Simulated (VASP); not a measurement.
Output of a VASP run:

**OUTCAR**
```
 ion  position               nearest neighbor table
   1  0.000  0.000  0.000-   3 2.37   3 2.37   3 2.37   2 2.37   3 2.37   2 2.37   2 2.37   2 2.37
  LATTYP: Found a face centered cubic cell.
 ALAT       =     5.4811545944
 Subroutine PRICEL returns:
 Original cell was already a primitive cell.
 Subroutine GETGRP returns: Found 48 space group operations
The static configuration has the point symmetry O_h .
The dynamic configuration has the point symmetry O_h .
 Subroutine INISYM returns: Found 48 space group operations
 Subroutine IBZKPT returns following result:
 Found     20 irreducible k-points:

 Following reciprocal coordinates:
            Coordinates               Weight
  0.000000  0.000000  0.000000      1.000000
  0.142857  0.000000  0.000000      8.000000
  0.285714  0.000000  0.000000      8.000000
  0.428571  0.000000  0.000000      8.000000
  0.142857  0.142857  0.000000      6.000000
  0.285714  0.142857  0.000000     24.000000
  0.428571  0.142857  0.000000     24.000000
 -0.428571  0.142857  0.000000     24.000000
 -0.285714  0.142857  0.000000     24.000000
 -0.142857  0.142857  0.000000     12.000000
  0.285714  0.285714  0.000000      6.000000
  0.428571  0.285714  0.000000     24.000000
 -0.428571  0.285714  0.000000     24.000000
 -0.285714  0.285714  0.000000     12.000000
  0.428571  0.428571  0.000000      6.000000
 -0.428571  0.428571  0.000000     12.000000
  0.428571  0.285714  0.142857     24.000000
 -0.428571  0.285714  0.142857     48.000000
 -0.428571  0.428571  0.142857     24.000000
 -0.285714  0.428571  0.142857     24.000000
   k-points           NKPTS =     20   k-points in BZ     NKDIM =     20   number of bands    NBANDS=     16
   number of dos      NEDOS =    301   number of ions     NIONS =      3
   total plane-waves  NPLWV =  27000
   dimension x,y,z NGX =    30 NGY =   30 NGZ =   30
   dimension x,y,z NGXF=    60 NGYF=   60 NGZF=   60
   ions per type =               1   2
   PREC   = accura    normal or accurate (medium, high low for compatibility)
   ISTART =      0    job   : 0-new  1-cont  2-samecut
   ICHARG =      2    charge: 1-file 2-atom 10-const
   ISPIN  =      1    spin polarized calculation?
   LNONCOLLINEAR =      F non collinear calculations
   LSORBIT =      F    spin-orbit coupling
   INIWAV =      1    electr: 0-lowe 1-rand  2-diag
   ENCUT  =  520.0 eV  38.22 Ry    6.18 a.u.   7.21  7.21  7.21*2*pi/ulx,y,z
   NELM   =    100;   NELMIN=  2; NELMDL= -5     # of ELM steps
   EDIFF  = 0.1E-06   stopping-criterion for ELM
   LREAL  =      F    real-space projection
   NLSPLINE    = F    spline interpolate recip. space projectors
   LMAXMIX     =    2 max onsite mixed and CHGCAR
   VOSKOWN=      0    Vosko Wilk Nusair interpolation
   EDIFFG = 0.1E-05   stopping-criterion for IOM
   NSW    =      0    number of steps for IOM
   NBLOCK =      1;   KBLOCK =      1    inner block; outer block
   IBRION =     -1    ionic relax: 0-MD 1-quasi-New 2-CG
   NFREE  =      0    steps in history (QN), initial steepest desc. (CG)
   ISIF   =      2    stress and relaxation
   ISYM   =      2    0-nonsym 1-usesym 2-fastsym
   TEIN   =    0.0    initial temperature
   TEBEG  =    0.0;   TEEND  =   0.0 temperature during run
   SMASS  =  -3.00    Nose mass-parameter (am)
   PSTRESS=    0.0 pullay stress
   NELECT =      24.0000    total number of electrons
   EFERMI =   0.00;   METHOD = LEGACY
   ISMEAR =     0;   SIGMA  =   0.05  broadening in eV -4-tet -1-fermi 0-gaus
   IALGO  =     38    algorithm
   LDIAG  =      T    sub-space diagonalisation (order eigenvalues)
   IMIX   =      4    mixing-type and parameters
     AMIX     =   0.40;   BMIX     =  1.00
     AMIX_MAG =   1.60;   BMIX_MAG =  1.00
     AMIN     =   0.10
   METAGGA = R2SCAN    functional components
   VOSKOWN =     0    Vosko Wilk Nusair interpolation
   LHFCALC =     F    Hartree Fock is set to
   LHFONE  =     F    Hartree Fock one center treatment
   AEXX    =    0.0000 exact exchange contribution
...
```

OSZICAR:
```
       N       E                     dE             d eps       ncg     rms          rms(c)
DAV:   1     0.209377035935E+03    0.20938E+03   -0.14001E+04   640   0.154E+03
DAV:   2    -0.232861723488E+02   -0.23266E+03   -0.22987E+03   800   0.398E+02
DAV:   3    -0.326412828911E+02   -0.93551E+01   -0.93452E+01   768   0.893E+01
DAV:   4    -0.329932361414E+02   -0.35195E+00   -0.35185E+00  1096   0.132E+01
DAV:   5    -0.329949491643E+02   -0.17130E-02   -0.17130E-02   752   0.993E-01    0.696E+00
DAV:   6    -0.255280337372E+02    0.74669E+01   -0.36473E+00   880   0.189E+01    0.309E+00
DAV:   7    -0.255781904780E+02   -0.50157E-01   -0.22970E+00   640   0.155E+01    0.235E+00
DAV:   8    -0.250712677204E+02    0.50692E+00   -0.61474E-01   640   0.990E+00    0.119E+00
DAV:   9    -0.247888336490E+02    0.28243E+00   -0.56034E-01   720   0.689E+00    0.122E+00
DAV:  10    -0.251918132699E+02   -0.40298E+00   -0.60111E-01   712   0.727E+00    0.413E-01
DAV:  11    -0.251733189324E+02    0.18494E-01   -0.14081E-02   840   0.146E+00    0.374E-01
DAV:  12    -0.251849803868E+02   -0.11661E-01   -0.14237E-02   640   0.126E+00    0.766E-02
DAV:  13    -0.251857492256E+02   -0.76884E-03   -0.21324E-03   792   0.459E-01    0.267E-02
DAV:  14    -0.251859587623E+02   -0.20954E-03   -0.10542E-04   944   0.104E-01    0.360E-02
DAV:  15    -0.251855067568E+02    0.45201E-03   -0.72272E-05   672   0.955E-02    0.184E-02
DAV:  16    -0.251859676714E+02   -0.46091E-03   -0.14941E-04   640   0.166E-01    0.115E-02
DAV:  17    -0.251859568986E+02    0.10773E-04   -0.31151E-05   656   0.595E-02    0.834E-03
DAV:  18    -0.251859688259E+02   -0.11927E-04   -0.58814E-06   712   0.287E-02    0.518E-03
DAV:  19    -0.251859739535E+02   -0.51275E-05   -0.14939E-06   792   0.147E-02    0.297E-03
DAV:  20    -0.251859747945E+02   -0.84103E-06   -0.23566E-07   640   0.527E-03    0.175E-03
DAV:  21    -0.251859747149E+02    0.79583E-07   -0.38482E-07   656   0.590E-03
   1 F= -.25185975E+02 E0= -.25185975E+02  d E =-.455831E-19
```

### OUTCAR
```
------------------------ aborting loop because EDIFF is reached ----------------------------------------
  FORCE on cell =-STRESS in cart. coord.  units (eV):
  Direction    XX          YY          ZZ          XY          YZ          ZX
  --------------------------------------------------------------------------------------
  Total       -0.6377391     -0.6377391     -0.6377391     -0.0000000     -0.0000000      0.0000000
  in kB      -24.8197544    -24.8197544    -24.8197544     -0.0000000     -0.0000000      0.0000000
  external PRESSURE =     -24.8197544 kB  Pullay stress =       0.0000000 kB
  volume of cell :       41.17
      direct lattice vectors                 reciprocal lattice vectors
     0.000000000  2.740577297  2.740577297    -0.182443312  0.182443312  0.182443312
     2.740577297  0.000000000  2.740577297     0.182443312 -0.182443312  0.182443312
     2.740577297  2.740577297  0.000000000     0.182443312  0.182443312 -0.182443312
 POSITION                                       TOTAL-FORCE (eV/Angst)
 -----------------------------------------------------------------------------------
      0.00000      0.00000      0.00000         0.000000      0.000000     -0.000000
      1.37029      1.37029      1.37029         0.000000     -0.000000      0.000000
      4.11087      4.11087      4.11087        -0.000000      0.000000     -0.000000
 -----------------------------------------------------------------------------------
    total drift:                                0.000000     -0.000000      0.000000
  FREE ENERGIE OF THE ION-ELECTRON SYSTEM (eV)
  ---------------------------------------------------
  free  energy   TOTEN  =       -25.1859747149 eV

  energy  without entropy=      -25.1859747149  energy(sigma->0) =      -25.18597471
```
(Selected blocks of OUTCAR.)

POSCAR:
```
CaF2
1
    0.0000000000     2.7405772972     2.7405772972
    2.7405772972     0.0000000000     2.7405772972
    2.7405772972     2.7405772972     0.0000000000
Ca F
1 2
Direct
  0.0000000000   0.0000000000   0.0000000000
  0.2500000000   0.2500000000   0.2500000000
  0.7500000000   0.7500000000   0.7500000000
```

Problem. Write an INCAR and KPOINTS that could have produced this output.

Solution. One answer among several that fit: the input of the run itself, r2SCAN+rVV10, plane waves, VASP's PBE PAW potentials (set 64).

### INCAR
```
SYSTEM = CaF2
PREC = Accurate
ENCUT = 520
EDIFF = 1E-7
NELM = 100
ALGO = Normal
LREAL = .FALSE.
LASPH = .TRUE.
ISMEAR = 0
SIGMA = 0.05
METAGGA = R2SCAN
LUSE_VDW = .TRUE.
BPARAM = 11.95
CPARAM = 0.0093
LMIXTAU = .TRUE.
LWAVE = .FALSE.
LCHARG = .FALSE.
ISIF = 2
```

### KPOINTS
```
Automatic mesh
0
Gamma
7 7 7
0 0 0
```

POTCAR, in this order: Ca_sv F (PBE.64 set). Program: vasp_std.

The compound is CaF2 in the fluorite structure. This cell is one point of a volume scan, at 1.03 of the reference volume.
